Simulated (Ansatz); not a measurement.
Ge:

```
Ge
1.0
    -0.05474    2.74016    2.76579
     2.83692   -0.06537    2.77643
     2.86547    2.77935   -0.09393
Ge
2
Direct
  0.75000 0.75000 0.75000
  0.50000 0.50000 0.50000
```

The cell isn't the ideal one: cell strained at random at fixed volume.

| Property | Result |
| --- | --- |
| Program | Ansatz 0.2.0 |
| Task | relaxation of the atoms |
| Functional | rPW86-PBE |
| Dispersion | D4 |
| Potentials or basis | all-electron LAPW, scalar-relativistic |
| Basis error allowed | 0.001 eV/atom |
| k mesh | 6 × 6 × 6 |
| Occupations | gaussian, width 0.01 eV |
| Spin | collinear spin, antiferromagnetic start, total moment locked |
| Starting moments | [0.5, -0.5] μB |
| Fixed moment | 0 μB |

At the start: volume 22.64 Å³/atom.

Where does the relaxation end?

Over 3 steps the energy falls by 5.3 meV/atom; space group P-1 (No. 2, to 0.05 Å).

Step by step:
| step | energy change (eV) | largest force (eV/Å) |
| --- | --- | --- |
| 1 | 0.0000 | 0.5078 |
| 2 | -0.0105 | 0.0344 |
| 3 | -0.0106 | 0.0029 |

Final structure:
```xyz
2
Lattice="-0.0547 2.7402 2.7658 2.8369 -0.0654 2.7764 2.8655 2.7793 -0.0939" Properties=species:S:1:pos:R:3 pbc="T T T"
Ge    4.2509    4.1047    4.0904
Ge    2.8087    2.7130    2.7199
```

Caveat: the total moment is fixed, so each spin has its own Fermi level; the starting moments weren't kept.
